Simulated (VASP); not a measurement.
ZnCu2SnSe4, 8 atoms in the cell. The structure is tetragonal, space group I-4 (No. 82). Conventional cell: a = 5.665 Å, b = 5.665 Å, c = 11.326 Å, α = 90.00°, β = 90.00°, γ = 90.00°. Zn (site symmetry -4) has 4 Se at 2.45 Å as nearest neighbours. Cu (site symmetry -4) is surrounded by 4 Se at 2.39 Å. Cu (site symmetry -4) has 4 Se at 2.39 Å as nearest neighbours. Sn (site symmetry -4) has 4 Se at 2.59 Å as nearest neighbours. Around Se (site symmetry 1) lie 2 Cu at 2.39 Å and 1 Zn at 2.45 Å and 1 Sn at 2.59 Å. The cell comes from a database or a generator and needn't be the stable form of this composition.

| Quantity | Value |
| --- | --- |
| Program | VASP 6.6.1 |
| Task | band structure |
| Functional | PBE |
| Potentials or basis | VASP PAW PBE potentials, release 64 (Zn, Cu, Sn_d, Se) |
| Cutoff | 520 eV |
| k mesh | 10 × 10 × 10 |
| Occupations | methfessel-paxton, width 0.1 eV |
| Spin | no spin polarisation |
| Further INCAR settings | ALGO = Normal; EDIFF = 1e-06 |

Potentials or basis: VASP PAW PBE potentials, release 64 (Zn, Cu, Sn_d, Se).

Launch:

```sh
$ cat potpaw_PBE.64/Zn/POTCAR potpaw_PBE.64/Cu/POTCAR potpaw_PBE.64/Sn_d/POTCAR potpaw_PBE.64/Se/POTCAR > POTCAR
$ mpirun -np 4 vasp_std > vasp.out
```

Hardware: 4 MPI ranks on AMD EPYC 9R14 (Zen 4) (shared host).

Problem. Estimate the wall time of this run.

Solution. Wall time 11 min on 4 MPI ranks on AMD EPYC 9R14 (Zen 4) (shared host), peak memory 1.6 GiB a rank. Counts: scf iterations 38, k points 144.
